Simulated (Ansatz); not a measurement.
The system is BaTiO3.

```
Ba Ti O
1.0
    -0.09159    0.02278   -3.96240
     3.88088    4.13178    0.06850
     3.92317   -4.17407    0.11386
Ba Ti O
2 2 6
Direct
  0.99749 0.00015 0.00043
  0.99982 0.49875 0.50109
  0.50075 0.49906 0.99785
  0.50366 0.99877 0.49738
  0.99896 0.49878 0.99824
  0.00194 0.99976 0.50212
  0.49413 0.25153 0.25251
  0.49937 0.75231 0.74826
  0.50326 0.25086 0.74969
  0.50062 0.75003 0.25243
```

```yaml
Program: Ansatz 0.2.0
Task: relaxation of cell and atoms
Functional: PBE
Potentials_or_basis: Ansatz PAW
Cutoff: "420 eV (not typed: the program's choice for these potentials)"
k_mesh: 7 × 5 × 5
Occupations: fermi-dirac, width 0.05 eV
Spin: no spin polarisation
Hubbard_terms: Ti d U = 5 eV
```

At the start: volume 12.83 Å³/atom.

Problem. How do energy, volume and symmetry change on relaxing?

Solution. It ends after 11 steps and the volume is 13.27 Å³/atom (+3.4 %); space group R3m (No. 160, to 0.05 Å).

The path:
```csv
step,energy change (eV),largest force (eV/Å),volume (Å³)
1,0.0000,0.2751,128.34
2,-0.2035,0.1358,131.15
3,-0.3003,0.0230,130.62
4,-0.3012,0.0364,130.66
5,-0.3126,0.0271,131.98
6,-0.3126,0.0128,132.45
7,-0.3128,0.0034,132.41
8,-0.3378,0.0036,132.41
9,-0.3381,0.0035,132.71
10,-0.3383,0.0017,132.68
11,-0.3395,0.0018,132.68
```

Final structure:
```
Ba Ti O
1.0
    -0.00313    0.00542   -4.04303
     4.02819    4.06510   -0.00243
     4.03642   -4.07341    0.00827
Ba Ti O
2 2 6
Direct
  0.00542 0.00186 0.99400
  0.00542 0.50187 0.49399
  0.51339 0.50393 0.98555
  0.51339 0.00393 0.48554
  0.98967 0.49894 0.00462
  0.98967 0.99894 0.50462
  0.49619 0.24424 0.25882
  0.49619 0.74426 0.75884
  0.49533 0.25100 0.75702
  0.49534 0.75101 0.25700
```

Caveat: the plane-wave basis is chosen anew once the cell has moved, so the energies of steps on either side of that aren't comparable; the pressure holds a Pulay correction of +0.5 GPa for the finite cutoff.
